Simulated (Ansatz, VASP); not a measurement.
# Y in VASP and in Ansatz

```
Y
1.0
     2.98677    0.00000    0.00000
     0.00000    2.98677    0.00000
     0.00000    0.00000   17.00000
Y
2
Direct
  0.50000 0.50000 0.58440
  0.50000 0.50000 0.41560
```

Alike in both runs: task single point; functional PBE; k mesh 6 × 6 × 1; occupations gaussian, width 0.1 eV; no spin polarisation.

|  | VASP | Ansatz |
| --- | --- | --- |
| version | VASP 6.6.1 | Ansatz 0.2.0 |
| potentials or method | VASP PAW PBE potentials, release 64 (Y_sv) | scalar-relativistic, plane waves, PAW |
| plane-wave cutoff (eV) | 520 | 420 |
| valence electrons in the cell | 22 | 22 |

|  | VASP | Ansatz | Ansatz less VASP |
| --- | --- | --- | --- |
| gap on the k mesh at the Fermi level (eV) | none | none | - |
| rms of the force components (eV/Å) | 0.568 | 0.554 | -0.0145 |

Atom by atom the forces differ by 0.015 eV/Å (rms over components). A gap of «none» marks a metal or a gap that the smearing closes. The functional is the same, so the differences come from potentials, cutoffs and numerics. Ansatz warned: «slab_cell_height_set».
